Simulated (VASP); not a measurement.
# LiF: convergence, optical response with local fields

LiF, Fm-3m (no. 225), 2 atoms in the cell. PBE, dielectric function with local fields from the Dyson equation; PAW potentials F_GW, Li_GW (PBE set). VASP 6.6.1.

Wanted: ε at zero frequency, electronic within 1 %; peak of the loss function within 0.4 eV.

Kernel: RPA (Hartree).

POSCAR:
```
LiF
1.0
    0.0000000000      2.0140000000      2.0140000000
    2.0140000000      0.0000000000      2.0140000000
    2.0140000000      2.0140000000      0.0000000000
F Li
1 1
Direct
    0.5000000000      0.5000000000      0.5000000000
    0.0000000000      0.0000000000      0.0000000000
```

The series start from Cutoff of the response function (eV): 100; Frequency points: 80; Spectral method: default; Bands in all (NBANDS): 36; k mesh: 6 × 6 × 6. Each series keeps the choices made before it, and each single choice may use up half of a tolerance. Times cover all steps of a run.

## Cutoff of the response function (eV)

| Cutoff of the response function (eV) | ε at zero frequency, electronic | Peak of the loss function (eV) | Time (s) |
|---|---|---|---|
| 25 | 2.047 | 23.25 | 12 |
| 50 | 1.956 | 23.37 | 12 |
| 75 | 1.956 | 23.37 | 12 |
| 100 | 1.954 | 23.37 | 12 |
| 150 | 1.945 | 23.39 | 12 |
| 200 (reference) | 1.941 | 23.39 | 13 |

Chosen: 150, the loosest value from which every tighter one stays within half of the tolerance.

## Frequency points

| Frequency points | ε at zero frequency, electronic | Peak of the loss function (eV) | Time (s) |
|---|---|---|---|
| 12 | 1.944 | 25.17 | 13 |
| 24 | 1.944 | 24.41 | 14 |
| 48 | 1.946 | 24.00 | 12 |
| 80 | 1.945 | 23.39 | 12 |
| 120 (reference) | 1.944 | 23.38 | 13 |

Chosen: 80.

## Spectral method

| Spectral method | ε at zero frequency, electronic | Peak of the loss function (eV) | Time (s) |
|---|---|---|---|
| default | 1.945 | 23.39 | 12 |
| no | 1.944 | 23.32 | 20 |

Chosen: default; no other choice that stays within half of the tolerance saves 30 % of the time.

## Bands in all (NBANDS)

| Bands in all (NBANDS) | ε at zero frequency, electronic | Peak of the loss function (eV) | Time (s) |
|---|---|---|---|
| 12 | 1.909 | 23.98 | 7.9 |
| 20 | 1.939 | 23.45 | 9.1 |
| 36 | 1.945 | 23.39 | 12 |
| 52 | 1.946 | 23.39 | 15 |
| 84 (reference) | 1.947 | 23.40 | 21 |

Chosen: 20.

## k mesh

| k mesh | ε at zero frequency, electronic | Peak of the loss function (eV) | Time (s) |
|---|---|---|---|
| 4 × 4 × 4 | 1.954 | 23.26 | 6.1 |
| 6 × 6 × 6 (reference) | 1.939 | 23.45 | 9.1 |

Chosen: 6 × 6 × 6; the next looser run is off by more than half of the tolerance, so convergence isn't shown beyond this value.

## All choices together

| Input | ε at zero frequency, electronic | Peak of the loss function (eV) | Time (s) |
|---|---|---|---|
| default bands, cutoff and frequencies, which give no response at all (naive) | 1 | – | 112 |
| chosen settings | 1.939 | 23.45 | 9.1 |
| reference settings throughout | 1.942 | 23.39 | 24 |

The chosen settings stay within the tolerance of the reference run, but the reference itself isn't shown to be converged in: k mesh.

## The input

INCAR.step1:
```
SYSTEM = LiF
EDIFF = 1E-8
ENCUT = 490
ISMEAR = 0
KPAR = 4
LASPH = .True.
LCHARG = .False.
LWAVE = .True.
PREC = Accurate
SIGMA = 0.02
```

INCAR.step2, as INCAR.step1 but for:
```
- EDIFF = 1E-8
+ ALGO = Exact
+ EDIFF = 1E-7
+ ISTART = 1
+ LOPTICS = .True.
+ NBANDS = 20
+ NEDOS = 2000
+ NELM = 1
```

INCAR.step3:
```
SYSTEM = LiF
ALGO = CHI
CSHIFT = 0.3
ENCUT = 490
ENCUTGW = 150
ISMEAR = 0
ISTART = 1
KPAR = 4
LASPH = .True.
LCHARG = .False.
LRPA = .True.
LWAVE = .False.
NBANDS = 20
NOMEGA = 80
PREC = Accurate
SIGMA = 0.02
```

KPOINTS:
```
Automatic mesh
0
Gamma
  6 6 6
  0 0 0
```

Commands (each step's output is kept before the next begins):
```
cat potpaw_PBE.64/F_GW/POTCAR potpaw_PBE.64/Li_GW/POTCAR > POTCAR
cp INCAR.step1 INCAR
mpirun -np 4 vasp_std > vasp.out
cp INCAR.step2 INCAR
mpirun -np 4 vasp_std > vasp.out
cp INCAR.step3 INCAR
mpirun -np 4 vasp_std > vasp.out
```

Limits: The 6×6×6 mesh is coarse for a spectrum: peaks stand apart that a denser mesh merges.

The chosen input took VASP 6.6.1 9.1 s on 4 cores (Intel Xeon Platinum 8375C @ 2.90GHz (Ice Lake)), a shared host.
